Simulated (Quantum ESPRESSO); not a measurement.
**Mo under changes of volume**

One of the cells (15.892 Å³/atom); the others are scaled copies at fixed shape and fractional positions:

```
Mo
1.0
    -1.58381    1.58381    1.58381
     1.58381   -1.58381    1.58381
     1.58381    1.58381   -1.58381
Mo
1
Direct
  0.00000 0.00000 0.00000
```

| Item | Value |
| --- | --- |
| Program | Quantum ESPRESSO 7.5 |
| Functional | PBE |
| Dispersion | D3(BJ) |
| Potentials or basis | PseudoDojo 0.4.1 SR PBE standard |
| Cutoff | 1088 eV |
| Density cutoff | 4354 eV |
| k mesh | 12 × 12 × 12 |
| Occupations | fermi-dirac, width 0.05 eV |
| Spin | no spin polarisation |

```tsv
volume (Å³/atom)	energy over the lowest point (meV/atom)	pressure (GPa)
14.938	13.84	9.8
15.256	0.88	3.4
15.574	0.00	-2.4
15.892	?	?
16.209	29.44	-12.2
16.527	57.70	-16.3
16.845	93.74	-20.0
```

Problem. What does the run at 15.892 Å³/atom give?

Solution. Energy over the lowest point 9.84 meV/atom; pressure -7.5 GPa.

Worked out: A Birch-Murnaghan fit of order 3 (a polynomial in V^(-2/3)) to the other rows has its minimum at 15.44 Å³/atom with B0 = V·E''(V) = 277 GPa and B' = 4.3. It gives 9.91 meV/atom at 15.892 Å³/atom, against the run's 9.84, and -dE/dV = -7.5 GPa, against -7.5.

Energies are extrapolated to zero smearing.

Caveats: pairwise dispersion overbinds metals, which lowers pressure and volume.
